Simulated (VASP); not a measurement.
# SiO2 (Stishovite) (P4_2/mnm) in VASP: notebook

One crystal, SiO2 (Stishovite), is run at these levels: r2SCAN, PBEsol; tasks: relaxation of cell and atoms.

Program: VASP 6.6.1. These are calculated values, not measurements. Logs are shortened: lines on timing, memory, paths and dates and some standing lists are left out, and cuts for length are marked.

### Step 1. Starting point

It takes space group P4_2/mnm (No. 136, tetragonal). Conventional cell: a = 4.177 Å, b = 4.177 Å, c = 2.665 Å, α = 90.00°, β = 90.00°, γ = 90.00°. Si (site symmetry mmm) has 6 O at 1.76 to 1.81 Å as nearest neighbours. Around O (site symmetry m2m) lie 3 Si at 1.76 to 1.81 Å.

### Step 2. Relaxation of cell and atoms, r2SCAN, target pressure 15 GPa, at which the enthalpy is minimised

File INCAR:

```
SYSTEM = SiO2
PREC = Accurate
ENCUT = 600
EDIFF = 1E-6
ISMEAR = 0
SIGMA = 0.03
LREAL = .FALSE.
LASPH = .TRUE.
NELM = 80
ALGO = Normal
ISIF = 3
LWAVE = .FALSE.
LCHARG = .FALSE.
METAGGA = R2SCAN
LMIXTAU = .TRUE.
IBRION = 2
NSW = 90
EDIFFG = -0.01
PSTRESS = 150.0
KPAR = 2
```

File KPOINTS:

```
Automatic mesh
0
G
  8 8 10
  0 0 0
```

File POSCAR:

```
SiO2
1.0
    4.1773000000      0.0000000000      0.0000000000
    0.0000000000      4.1773000000      0.0000000000
    0.0000000000      0.0000000000      2.6652000000
Si O
2 4
Direct
    0.0000000000      0.0000000000      0.0000000000
    0.5000000000      0.5000000000      0.5000000000
    0.3059000000      0.3059000000      0.0000000000
    0.1941000000      0.8059000000      0.5000000000
    0.6941000000      0.6941000000      0.0000000000
    0.8059000000      0.1941000000      0.5000000000
```

Potentials or basis: VASP PAW PBE potentials, release 64 (Si, O).

Started as:

```
> cat potpaw_PBE.64/Si/POTCAR potpaw_PBE.64/O/POTCAR > POTCAR
> mpirun -np 2 vasp_std > vasp.out
```

OUTCAR:

```text
SYSTEM = SiO2
   PREC = Accurate
   ENCUT = 600
   EDIFF = 1E-6
   ISMEAR = 0
   LREAL = .FALSE.
   LASPH = .TRUE.
   NELM = 80
   ISIF = 3
   METAGGA = R2SCAN
   IBRION = 2
   NSW = 90
   EDIFFG = -0.01
   PSTRESS = 150.0

 ion  position               nearest neighbor table
   1  0.000  0.000  0.000-   4 1.76   6 1.76   4 1.76   6 1.76   5 1.81   3 1.81
   2  0.500  0.500  0.500-   3 1.76   5 1.76   3 1.76   5 1.76   4 1.81   6 1.81
   3  0.306  0.306  0.000-   2 1.76   2 1.76   1 1.81
   4  0.194  0.806  0.500-   1 1.76   1 1.76   2 1.81
   5  0.694  0.694  0.000-   2 1.76   2 1.76   1 1.81
   6  0.806  0.194  0.500-   1 1.76   1 1.76   2 1.81

  LATTYP: Found a simple tetragonal cell.
 ALAT       =     4.1773000000
 C/A-ratio  =     0.6380197735

  Lattice vectors:

 A1 = (   4.1773000000,   0.0000000000,   0.0000000000)
 A2 = (   0.0000000000,   4.1773000000,   0.0000000000)
 A3 = (   0.0000000000,   0.0000000000,   2.6652000000)

Analysis of symmetry for initial positions (statically):
=====================================================================
 Subroutine PRICEL returns:
 Original cell was already a primitive cell.

 Routine SETGRP: Setting up the symmetry group for a
 simple tetragonal supercell.

 Subroutine GETGRP returns: Found 16 space group operations
 (whereof  8 operations were pure point group operations)
 out of a pool of 16 trial point group operations.

The static configuration has the point symmetry D_2h.
 The point group associated with its full space group is D_4h.

Analysis of symmetry for dynamics (positions and initial velocities):
=====================================================================
 Subroutine PRICEL returns:
 Original cell was already a primitive cell.

 Routine SETGRP: Setting up the symmetry group for a
 simple tetragonal supercell.

 Subroutine GETGRP returns: Found 16 space group operations
 (whereof  8 operations were pure point group operations)
 out of a pool of 16 trial point group operations.

The dynamic configuration has the point symmetry D_2h.
 The point group associated with its full space group is D_4h.

 Subroutine INISYM returns: Found 16 space group operations
 (whereof  8 operations are pure point group operations),
 and found     1 'primitive' translations

----------------------------------------------------------------------------------------

                                     Primitive cell

  volume of cell :      46.5073
[... 105 lines left out ...]
   POTIM  = 0.5000    time-step for ionic-motion
   TEBEG  =    0.0;   TEEND  =   0.0 temperature during run
   PSTRESS=  150.0 pullay stress
   NELECT =      32.0000    total number of electrons
   NUPDOWN=      -1.0000    fix difference up-down
   EMIN   =  10.00;   EMAX   =-10.00  energy-range for DOS
   EFERMI =   0.00;   METHOD = LEGACY
   ISMEAR =     0;   SIGMA  =   0.03  broadening in eV -4-tet -1-fermi 0-gaus
   EFERMI_NEDOS =   21; number of points for ismear=-14 and -15
   IALGO  =     38    algorithm
   IMIX   =      4    mixing-type and parameters
     AMIX     =   0.40;   BMIX     =  1.00
     AMIX_MAG =   1.60;   BMIX_MAG =  1.00
  volume/ion in A,a.u.               =       7.75        52.31
  Fermi-wavevector in a.u.,A,eV,Ry     =   1.445277  2.731178 28.420200  2.088826
  Thomas-Fermi vector in A             =   2.563477
   LORBIT       =      0    0 simple, 1 ext, 2 COOP (PROOUT), +10 PAW based schemes
   METAGGA = R2SCAN    functional components
   LHFCALC =     F    Hartree Fock is set to
   AEXX    =    0.0000 exact exchange contribution
   IVDW    =     0    specifies the selected vdW correction
   LEPSILON=     F    determine dielectric tensor
   LRPA    =     F    only Hartree local field effects (RPA)
 conjugate gradient relaxation of ions
 non-spin polarized calculation
 Gauss-broadening in eV      SIGMA  =   0.03
  energy-cutoff  :      600.00
  volume of cell :       46.51
 maximum number of plane-waves:      1576
 NGX is ok and might be reduce to    36
   NGX = 17   NGY = 17   NGZ = 11

--------------------------------------- Ionic step        1  -------------------------------------------

 number of electron      32.0000002 magnetization

 Free energy of the ion-electron system (eV)
  ---------------------------------------------------
  ext. energy  EPLUGINS =         0.00000000
  ---------------------------------------------------
  free energy    TOTEN  =       -58.80164123 eV

  energy without entropy =      -58.80164123  energy(sigma->0) =      -58.80164123

------------------------ aborting loop because EDIFF is reached ----------------------------------------

  FORCE on cell =-STRESS in cart. coord.  units (eV):
  Direction    XX          YY          ZZ          XY          YZ          ZX
  --------------------------------------------------------------------------------------
  -------------------------------------------------------------------------------------
  Total        0.3488388      0.3488388      0.6863166      0.0000000      0.0000000      0.0000000
  in kB       12.0175030     12.0175030     23.6436174      0.0000000      0.0000000      0.0000000
  external PRESSURE =    -134.1071255 kB  Pullay stress =     150.0000000 kB
[... 281 lines left out ...]
--------------------------------------- Ionic step        8  -------------------------------------------

 number of electron      31.9999997 magnetization

 Free energy of the ion-electron system (eV)
  ---------------------------------------------------
  ext. energy  EPLUGINS =         0.00000000
  ---------------------------------------------------
  free energy    TOTEN  =       -58.71397010 eV

  energy without entropy =      -58.71397010  energy(sigma->0) =      -58.71397010

 E-fermi :   8.6843     XC(G=0): -13.1155

 val. band max:        8.4464663790   @ k =   0.0000   0.0000   0.0000
 cond. band min:      15.6976886083   @ k =   0.0000   0.0000   0.0000
 fundamental gap:      7.2512222293
 Fermi energy:         8.6843291122

 k-point     1 :       0.0000    0.0000    0.0000
  band No.  band energies     occupation
      1     -15.5613      2.00000
      2     -11.7610      2.00000
      3     -11.7610      2.00000
      4     -11.3554      2.00000
      5      -2.9941      2.00000
      6       1.6720      2.00000
[... 541 lines left out ...]
     19      19.4506      0.00000
     20      19.4506      0.00000

 [... further k-points ...]

------------------------ aborting loop because EDIFF is reached ----------------------------------------

  FORCE on cell =-STRESS in cart. coord.  units (eV):
  Direction    XX          YY          ZZ          XY          YZ          ZX
  --------------------------------------------------------------------------------------
  -------------------------------------------------------------------------------------
  Total        4.1523357      4.1523357      4.1478044      0.0000000      0.0000000      0.0000000
  in kB      148.7777872    148.7777872    148.6154310      0.0000000      0.0000000      0.0000000
  external PRESSURE =      -1.2763315 kB  Pullay stress =     150.0000000 kB
[... 25 lines left out ...]
  energy  without entropy=      -58.7139701045  energy(sigma->0) =      -58.71397010

  enthalpy is  TOTEN    =       -54.5275228590 eV   P V=        4.1864472455

 reached required accuracy - stopping structural energy minimisation
```

CONTCAR:

```text
SiO2
   1.00000000000000
     4.1102537281719016    0.0000000000000000    0.0000000000000000
     0.0000000000000000    4.1102537281719016    0.0000000000000000
     0.0000000000000000    0.0000000000000000    2.6468399582908644
  Si              O
     2     4
Direct
     0.0000000000000000    1.0000000000000000    0.0000000000000000
     0.5000000000000000    0.5000000000000000    0.5000000000000000
     0.3043138733014623    0.3043138733014623    0.0000000000000000
     0.1956861266985377    0.8043138733014623    0.5000000000000000
     0.6956861266985377    0.6956861266985377    0.0000000000000000
     0.8043138733014623    0.1956861266985377    0.5000000000000000

  0.00000000E+00  0.00000000E+00  0.00000000E+00
  0.00000000E+00  0.00000000E+00  0.00000000E+00
  0.00000000E+00  0.00000000E+00  0.00000000E+00
  0.00000000E+00  0.00000000E+00  0.00000000E+00
  0.00000000E+00  0.00000000E+00  0.00000000E+00
  0.00000000E+00  0.00000000E+00  0.00000000E+00
```

It took 9.5 min on 2 MPI ranks of Intel Xeon Platinum 8488C (Sapphire Rapids), shared host; peak memory 0.22 GiB.

What came out:

```
Free energy                                            : -58.7140 eV
Relaxed volume                                         : 7.45 Å³/atom
Relaxed cell                                           : a = 4.110 Å, b = 4.110 Å, c = 2.647 Å, α = 90.00°, β = 90.00°, γ = 90.00°
Space group after relaxing (to 0.05 Å)                 : P4_2/mnm (No. 136)
Energy change on relaxing (the enthalpy is what falls) : +14.6 meV/atom
Ionic steps                                            : 8
Pressure after relaxing                                : 14.9 GPa
Band gap on the k mesh                                 : 7.25 eV, direct
```

The path:
```
step  energy change (eV)  largest force (eV/Å)  pressure (GPa)  volume (Å³)
   1              0.0000                0.0200            1.59        46.51
   2              0.5218                0.7273           41.25        42.28
   3              0.0817                0.2745           14.83        44.86
   4              0.0847                0.2800           15.11        44.83
   5              0.0944                0.1127           15.23        44.65
   6              0.0908                0.0374           15.18        44.69
   7              0.0869                0.0082           14.78        44.72
   8              0.0877                0.0008           14.87        44.72
```

Final structure:
```
Si O
1.0
     4.11025    0.00000    0.00000
     0.00000    4.11025    0.00000
     0.00000    0.00000    2.64684
Si O
2 4
Direct
  0.00000 0.00000 0.00000
  0.50000 0.50000 0.50000
  0.30431 0.30431 0.00000
  0.19569 0.80431 0.50000
  0.69569 0.69569 0.00000
  0.80431 0.19569 0.50000
```

Caveat: the cell is relaxed towards a set pressure, so the enthalpy falls and the energy may rise; the PAW data sets were made with another functional, which shifts forces and pressure a little. A k mesh can miss the band edges.

### Step 3. Relaxation of cell and atoms, r2SCAN, target pressure 15 GPa, at which the enthalpy is minimised

This run uses another cell than the first one, of 7.45 Å³/atom, 0.961 times its volume.

INCAR, as its differences from that of step 2:

```diff
@@ -3,3 +3,3 @@
 ENCUT = 600
-EDIFF = 1E-6
+EDIFF = 1E-7
 ISMEAR = 0
@@ -17,3 +17,3 @@
 NSW = 90
-EDIFFG = -0.01
+EDIFFG = -0.005
 PSTRESS = 150.0
```

KPOINTS is that of step 2.

File POSCAR:

```
SiO2                                    
1.0
    4.1102537282      0.0000000000      0.0000000000
    0.0000000000      4.1102537282      0.0000000000
    0.0000000000      0.0000000000      2.6468399583
  Si              O             
     2     4
Direct
     0.0000000000000000    1.0000000000000000    0.0000000000000000
     0.5000000000000000    0.5000000000000000    0.5000000000000000
     0.3043138733014623    0.3043138733014623    0.0000000000000000
     0.1956861266985377    0.8043138733014623    0.5000000000000000
     0.6956861266985377    0.6956861266985377    0.0000000000000000
     0.8043138733014623    0.1956861266985377    0.5000000000000000
```

Potentials or basis: VASP PAW PBE potentials, release 64 (Si, O).

Started as:

```
> cat potpaw_PBE.64/Si/POTCAR potpaw_PBE.64/O/POTCAR > POTCAR
> mpirun -np 2 vasp_std > vasp.out
```

Run time: 1.9 min. Hardware: 2 MPI ranks of Intel Xeon Platinum 8488C (Sapphire Rapids), shared host; peak memory 0.21 GiB.

It converged, with:

| Item | Value |
| --- | --- |
| Free energy | -58.7054 eV |
| Pressure after relaxing | 14.9 GPa |
| Band gap on the k mesh | 7.25 eV, direct |

Forces in eV/Å, atoms in the order of the input:
```
Si   0.000  0.000  0.000
Si   0.000  0.000  0.000
O    0.002  0.002  0.000
O   -0.002  0.002  0.000
O   -0.002 -0.002  0.000
O    0.002 -0.002  0.000
```

Final structure:
```yaml
crystal:
  lattice:
    - [4.11025, 0.00000, 0.00000]
    - [0.00000, 4.11025, 0.00000]
    - [0.00000, 0.00000, 2.64684]
  atoms:
    - { symbol: Si, position: [0.00000, 0.00000, 0.00000] }
    - { symbol: Si, position: [0.50000, 0.50000, 0.50000] }
    - { symbol: O, position: [0.30431, 0.30431, 0.00000] }
    - { symbol: O, position: [0.19569, 0.80431, 0.50000] }
    - { symbol: O, position: [0.69569, 0.69569, 0.00000] }
    - { symbol: O, position: [0.80431, 0.19569, 0.50000] }
```

Levels at points of the mesh, in eV from the valence-band top:
| k point | band 12 | band 13 | band 14 | band 15 | band 16 | band 17 | band 18 | band 19 | band 20 |
| --- | --- | --- | --- | --- | --- | --- | --- | --- | --- |
| (0.00, 0.00, 0.00) | -3.35 | -2.53 | -0.93 | -0.93 | 0.00 | 7.25 | 7.70 | 9.68 | 9.68 |
| (0.50, 0.00, 0.00) | -4.19 | -2.82 | -2.82 | -1.11 | -1.11 | 9.21 | 9.21 | 10.29 | 10.29 |
| (0.50, 0.50, 0.00) | -3.50 | -2.90 | -2.90 | -2.46 | -2.46 | 8.90 | 8.90 | 11.40 | 11.40 |
| (0.00, 0.00, 0.50) | -4.91 | -3.39 | -3.39 | -2.86 | -2.86 | 10.75 | 10.75 | 14.16 | 14.16 |
| (0.50, 0.00, 0.50) | -4.27 | -2.41 | -2.41 | -1.92 | -1.92 | 10.23 | 10.23 | 11.48 | 11.48 |
| (0.50, 0.50, 0.50) | -4.67 | -1.80 | -1.80 | -1.72 | -1.72 | 8.62 | 8.62 | 12.45 | 12.45 |

Caveat: the relaxation stopped at its first step, so nothing moved; the cell is relaxed towards a set pressure, so the enthalpy falls and the energy may rise; the PAW data sets were made with another functional, which shifts forces and pressure a little. r2SCAN opens gaps a little over a GGA but as a rule still falls short of measured ones.

### Step 4. Relaxation of cell and atoms, PBEsol

File INCAR:

```
SYSTEM = SiO2
PREC = Accurate
ENCUT = 600
EDIFF = 1E-6
ISMEAR = 0
SIGMA = 0.03
LREAL = .FALSE.
LASPH = .TRUE.
NELM = 80
ALGO = Normal
ISIF = 3
LWAVE = .FALSE.
LCHARG = .FALSE.
GGA = PS
IBRION = 2
NSW = 90
EDIFFG = -0.01
KPAR = 2
```

File KPOINTS:

```
regular mesh
0
G
  8 8 10
  0 0 0
```

File POSCAR:

```
SiO2
1.0
    4.1773000000      0.0000000000      0.0000000000
    0.0000000000      4.1773000000      0.0000000000
    0.0000000000      0.0000000000      2.6652000000
Si O
2 4
Direct
    0.0000000000      0.0000000000      0.0000000000
    0.5000000000      0.5000000000      0.5000000000
    0.3059000000      0.3059000000      0.0000000000
    0.1941000000      0.8059000000      0.5000000000
    0.6941000000      0.6941000000      0.0000000000
    0.8059000000      0.1941000000      0.5000000000
```

Started as:

```
> cat potpaw_PBE.64/Si/POTCAR potpaw_PBE.64/O/POTCAR > POTCAR
> mpirun -np 2 vasp_std > vasp.out
```

Run time: 90 s. Hardware: 2 MPI ranks of AMD EPYC 7R13 (Zen 3), shared host; peak memory 0.2 GiB.

It converged, with:

```
Free energy                            : -48.9962 eV
Relaxed volume                         : 7.86 Å³/atom
Relaxed cell                           : a = 4.192 Å, b = 4.192 Å, c = 2.683 Å, α = 90.00°, β = 90.00°, γ = 90.00°
Space group after relaxing (to 0.05 Å) : P4_2/mnm (No. 136)
Energy gained by relaxing              : 1.6 meV/atom
Ionic steps                            : 5
Pressure after relaxing                : 0.0 GPa
Band gap on the k mesh                 : 5.34 eV, direct
```

The path:
```tsv
step	energy change (eV)	largest force (eV/Å)	pressure (GPa)	volume (Å³)
1	0.0000	0.0899	4.67	46.51
2	0.0101	0.2243	-6.12	48.05
3	-0.0097	0.0461	0.03	47.13
4	-0.0098	0.0196	-0.01	47.15
5	-0.0098	0.0012	0.01	47.14
```

Final structure:
```
Si O
1.0
     4.19205    0.00000    0.00000
     0.00000    4.19205    0.00000
     0.00000    0.00000    2.68270
Si O
2 4
Direct
  0.00000 0.00000 0.00000
  0.50000 0.50000 0.50000
  0.30582 0.30582 0.00000
  0.19418 0.80582 0.50000
  0.69418 0.69418 0.00000
  0.80582 0.19418 0.50000
```

Levels at points of the mesh, in eV from the valence-band top:
| k point | band 14 | band 15 | band 16 | band 17 | band 18 | band 19 |
| --- | --- | --- | --- | --- | --- | --- |
| (0.00, 0.00, 0.00) | -0.88 | -0.88 | 0.00 | 5.34 | 6.45 | 8.21 |
| (0.50, 0.00, 0.00) | -2.69 | -1.07 | -1.07 | 7.48 | 7.48 | 8.79 |
| (0.50, 0.50, 0.00) | -2.70 | -2.27 | -2.27 | 7.17 | 7.17 | 9.79 |
| (0.00, 0.00, 0.50) | -3.09 | -2.68 | -2.68 | 8.86 | 8.86 | 12.33 |
| (0.50, 0.00, 0.50) | -2.28 | -1.76 | -1.76 | 8.56 | 8.56 | 9.62 |
| (0.50, 0.50, 0.50) | -1.75 | -1.55 | -1.55 | 6.94 | 6.94 | 10.75 |

Caveat: the PAW data sets were made with another functional, which shifts forces and pressure a little.
